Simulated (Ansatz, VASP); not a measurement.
# WS2: VASP beside Ansatz

File INCAR:

```
SYSTEM = WS2
ALGO = Normal
EDIFF = 1E-7
ENCUT = 520
GGA = PE
ISIF = 2
ISMEAR = -1
LASPH = .TRUE.
LCHARG = .FALSE.
LREAL = .FALSE.
LWAVE = .FALSE.
NBANDS = 20
NELM = 100
PREC = Accurate
SIGMA = 0.02
```

KPOINTS

```
k-points
0
G
  6 6 4
  0 0 0
```

POSCAR

```
WS2
1.0
    3.2287644061      0.0000000000      0.0000000000
   -1.6143822031      2.7961919985      0.0000000000
    0.0000000000      0.0000000000      5.9936451124
W S
1 2
Direct
    0.0000000000      0.0000000000      0.0000000000
    0.3333333333      0.6666666667      0.2566832689
    0.6666666667      0.3333333333      0.7433167311
```

Input for Ansatz:

```yaml
crystal:
  lattice:
    - [3.2287644061, 0.0, 0.0]
    - [-1.6143822031, 2.7961919985, 0.0]
    - [0.0, 0.0, 5.9936451124]
  atoms:
    - { symbol: W, position: [0.0, 0.0, 0.0] }
    - { symbol: S, position: [0.3333333333, 0.6666666667, 0.2566832689] }
    - { symbol: S, position: [0.6666666667, 0.3333333333, 0.7433167311] }
kpoints:
  mp_grid: { grid: [6, 6, 4] }
hamiltonian:
  xc: pbe
scf:
  occupations: { method: fermi_dirac, width: 0.02 }
  n_extra_bands: 4
output:
  forces: true
  stress: true
  eigenvalues: true
  write_density: true
  write_potential: true
  elf: true
  volumetric_format: npy
```

The cell was built by a generator and needn't be a form met in nature.

Alike in both runs: task single point; functional PBE; k mesh 6 × 6 × 4; occupations fermi-dirac, width 0.02 eV; no spin polarisation.

```csv
,VASP,Ansatz
version,VASP 6.6.1,Ansatz 0.2.0
potentials or method,"VASP PAW PBE potentials, release 64 (W_sv, S)","plane waves, PAW"
plane-wave cutoff (eV),520,420
valence electrons in the cell,26,26
```

|  | VASP | Ansatz | Ansatz less VASP |
| --- | --- | --- | --- |
| pressure (GPa) | 3.0 | 3.1 | +0.05 |
| largest component of the traceless stress (GPa) | 2.15 | 2.13 | -0.013 |
| rms of the force components (eV/Å) | 0.125 | 0.125 | +0.0004 |

Atom by atom the forces differ by 0.000 eV/Å (rms over components).

Caveats: the k mesh is coarse (spacing up to 0.37 Å⁻¹), so the values aren't converged; this functional lacks dispersion, which binds the layers, so the pressure and a relaxed spacing across them are unreliable. The runs have no spin-orbit coupling, so splittings on W are missing.
